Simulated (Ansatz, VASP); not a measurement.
One calculation of AlN, two programs

The input INCAR:

```
SYSTEM = AlN
  ALGO = Normal
  EDIFF = 1E-7
  ENCUT = 520
  GGA = PE
  ISIF = 2
  ISMEAR = -1
  LASPH = .TRUE.
  LCHARG = .FALSE.
  LREAL = .FALSE.
  LWAVE = .FALSE.
  NBANDS = 11
  NELM = 100
  PREC = Accurate
  SIGMA = 0.02
```

KPOINTS

```
k-points
0
G
  10 10 10
  0 0 0
```

POSCAR

```
AlN
1.0
    0.0000000000      2.0188684454      1.9861627766
    2.0188684454      0.0000000000      1.9861627766
    2.0188684454      2.0188684454      0.0000000000
Al N
1 1
Direct
    0.0000000000      0.0000000000      0.0000000000
    0.5000000000      0.5000000000      0.5000000000
```

Input for Ansatz:

```yaml
crystal:
  lattice:
    - [0.0, 2.0188684454, 1.9861627766]
    - [2.0188684454, 0.0, 1.9861627766]
    - [2.0188684454, 2.0188684454, 0.0]
  atoms:
    - { symbol: Al, position: [0.0, 0.0, 0.0] }
    - { symbol: "N", position: [0.5, 0.5, 0.5] }
kpoints:
  mp_grid: { grid: [10, 10, 10] }
  band_path:
    path:
      - [0.0, 0.0, 0.0]
      - [0.5, 0.0, 0.5]
      - [0.625, 0.25, 0.625]
      - [0.375, 0.375, 0.75]
      - [0.5, 0.5, 0.5]
      - [0.5, 0.25, 0.75]
    npoints: 1
hamiltonian:
  xc: pbe
scf:
  occupations: { method: fermi_dirac, width: 0.02 }
  n_extra_bands: 4
output:
  forces: true
  stress: true
  eigenvalues: true
```

Change from the starting cell: uniaxial_z strain -1.6%.

Alike in both runs: task single point; functional PBE; k mesh 10 × 10 × 10; occupations fermi-dirac, width 0.02 eV; no spin polarisation.

|  | VASP | Ansatz |
| --- | --- | --- |
| version | VASP 6.6.1 | Ansatz 0.2.0 |
| potentials or method | VASP PAW PBE potentials, release 64 (Al, N) | plane waves, PAW |
| plane-wave cutoff (eV) | 520 | 420 |
| valence electrons in the cell | 8 | 8 |

VASP gave:

| Property | Result |
| --- | --- |
| gap on the k mesh at the Fermi level (eV) | 4.67 |
| pressure (GPa) | 10.9 |
| largest component of the traceless stress (GPa) | 3.64 |

**Question.** What did Ansatz give for the same quantities?

**Answer.** gap on the k mesh at the Fermi level (eV): 4.69; pressure (GPa): 11.2; largest component of the traceless stress (GPa): 3.65.

The functional is the same, so the differences come from potentials, cutoffs and numerics.

A k mesh can miss the band edges.
